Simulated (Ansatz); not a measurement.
Runs of Ansatz 0.2.0 on NbP. The structure is tetragonal, space group I4_1md (No. 109). Conventional cell: a = 3.350 Å, b = 3.350 Å, c = 11.480 Å, α = 90.00°, β = 90.00°, γ = 90.00°. Around Nb (site symmetry 2mm) lie 6 P at 2.55 Å. P (site symmetry 2mm) is surrounded by 6 Nb at 2.55 Å. The cell is a database's computed one.

```tsv
share of exact exchange	gap on the mesh (eV)	pressure (GPa)	largest force (eV/Å)
0.1	0.13	-2.7	0.02
0.2	0.14	(b)	0.01
0.05	-	(a)	0.01
0.15	0.14	-3.6	0.01
```

Alike in all rows: task single point; level HSE06 form with a typed share of exact exchange; potentials or basis Ansatz PAW; no spin polarisation; cell as given; k mesh 6 × 6 × 6; cutoff (eV) 420; smearing fermi-dirac 0.05 eV; the mesh is coarse, so values aren't converged.

Problem. Estimate the missing entries.

Solution. (a) -1.8; (b) -4.5.

Caveats: all runs use coarse meshes; the PAW data sets come from PBE, with cores solved anew for the run's functional, which leaves a small shift of forces and pressure; the thresholds are loose for stress.

A k mesh can miss the band edges, and the runs leave out spin-orbit coupling on Nb.
